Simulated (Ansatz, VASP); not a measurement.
## LiH: VASP beside Ansatz

Contents of INCAR:

```
PREC = Accurate
ENCUT = 520
EDIFF = 1E-6
ISMEAR = 0
SIGMA = 0.02
LREAL = F
LASPH = T
NELM = 100
ALGO = Normal
ISIF = 2
LWAVE = F
LCHARG = F
GGA = PE
NBANDS = 9
```

File KPOINTS:

```
regular mesh
0
Gamma
  10 10 10
```

POSCAR

```
LiH
1.0
    0.0000000000      1.9625015380      1.9625015380
    1.9625015380      0.0000000000      1.9625015380
    1.9625015380      1.9625015380      0.0000000000
Li H
1 1
Direct
    0.0000000000      0.0000000000      0.0000000000
    0.5000000000      0.5000000000      0.5000000000
```

Input for Ansatz:

```yaml
crystal:
  lattice:
    - [0.0, 1.962501538, 1.962501538]
    - [1.962501538, 0.0, 1.962501538]
    - [1.962501538, 1.962501538, 0.0]
  atoms:
    - { symbol: Li, position: [0.0, 0.0, 0.0] }
    - { symbol: H, position: [0.5, 0.5, 0.5] }
basis:
  ecutwfc: 420
kpoints:
  mp_grid: { grid: [10, 10, 10] }
hamiltonian:
  xc: pbe
scf:
  occupations: { method: gaussian, width: 0.02 }
output:
  forces: true
  stress: true
  eigenvalues: true
```

Alike in both runs: task single point; functional PBE; k mesh 10 × 10 × 10; occupations gaussian, width 0.02 eV; no spin polarisation.

|  | VASP | Ansatz |
| --- | --- | --- |
| version | VASP 6.6.1 | Ansatz 0.2.0 |
| potentials or method | VASP PAW PBE potentials, release 64 (Li_sv, H) | scalar-relativistic, plane waves, PAW |
| plane-wave cutoff (eV) | 520 | 420 |
| valence electrons in the cell | 4 | 4 |

```csv
,VASP,Ansatz,Ansatz less VASP
gap on the k mesh at the Fermi level (eV),2.93,2.93,+0.007
least direct gap on the mesh (eV),2.93,2.93,+0.007
```

The functional is the same, so the differences come from potentials, cutoffs and numerics.

 A k mesh can miss the band edges. A hybrid or GW would open this gap; PBE tends to underestimate it.
